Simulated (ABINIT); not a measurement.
Zn in ABINIT: convergence with cutoff

Zn:

```
Zn
1.0
     2.67000    0.00000    0.00000
    -1.33500    2.31229    0.00000
     0.00000    0.00000    4.96600
Zn
2
Direct
  0.66667 0.33333 0.75000
  0.33333 0.66667 0.25000
```

| Property | Result |
| --- | --- |
| Program | ABINIT 10.8.3 (patched build) |
| Task | single point |
| Functional | r2SCAN |
| Potentials or basis | JTH PAW PBE v2.0 |
| Cutoff | 286 eV |
| k mesh | 9 × 9 × 5 |
| Occupations | methfessel-paxton, width 0.05 eV |
| Spin | no spin polarisation |

These are the settings of the first run; the series varies cutoff, with any setting tied to it.

Hardware: 1 thread of Arm Neoverse V2 (shared host).

Problem. The values tried are 10.5 Ha, 13 Ha, 15.5 Ha, 18 Ha, 22 Ha, 26 Ha, 30 Ha, 35 Ha, 41.5 Ha, loosest first. From which on does the energy stay within 1 meV/atom of the tightest run that finished?

Solution. From 35 Ha on.

```csv
cutoff,energy less the tightest run (meV/atom),SCF cycles,CPU time (s),peak memory (GiB)
10.5 Ha,1133.14,10,21,0.14
13 Ha,86.42,11,29,0.14
15.5 Ha,60.59,18,51,0.14
18 Ha,37.11,19,60,0.15
22 Ha,7.50,17,83,0.16
26 Ha,4.21,23,130,0.16
30 Ha,2.64,17,120,0.17
35 Ha,0.40,11,110,0.18
41.5 Ha,0.00,16,180,0.19
```

The tightest run that finished is the yardstick and may itself not be fully converged.
